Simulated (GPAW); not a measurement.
P:

```xyz
2
Lattice="2.4247 0.0000 0.0000 0.0000 2.4385 0.0000 -0.0203 0.0000 4.8524" Properties=species:S:1:pos:R:3 pbc="T T T"
P    -0.0152    0.0000    3.6365
P     2.4196    0.0000    1.2159
```

This isn't the form of P at room conditions, which is orthorhombic.

```yaml
Program: GPAW 26.7.0
Task: single point
Functional: PBE
Potentials_or_basis: GPAW PAW data sets (gpaw-data 1.2.1)
Cutoff: 600 eV
Basis: pw
k_mesh: 11 × 11 × 6
Occupations: fermi-dirac, width 0.05 eV
Spin: no spin polarisation
```

On this cell: pressure 2.6 GPa; largest force 0.007 eV/Å; band gap on the k mesh none (metal or under the smearing width).

The same run follows on a disturbed copy (atoms moved at random, drawn with an rms of 0.05 Å):

```xyz
2
Lattice="2.4247 0.0000 0.0000 0.0000 2.4385 0.0000 -0.0203 0.0000 4.8524" Properties=species:S:1:pos:R:3 pbc="T T T"
P    -0.0113   -0.0187    3.6685
P     2.4075   -0.0001    1.1831
```

What does the disturbed cell give?

The energy (extrapolated to zero smearing) moves by +1.8 meV/atom; pressure 2.9 GPa; largest force 0.124 eV/Å; band gap on the k mesh none (metal or under the smearing width).

Forces in eV/Å, atoms in the order of the input:
```
P   -0.031  0.033 -0.115
P    0.031 -0.033  0.115
```

Stress tensor (GPa, compression positive):
```
 4.14  0.01  0.30
 0.01  2.95 -0.04
 0.30 -0.04  1.68
```
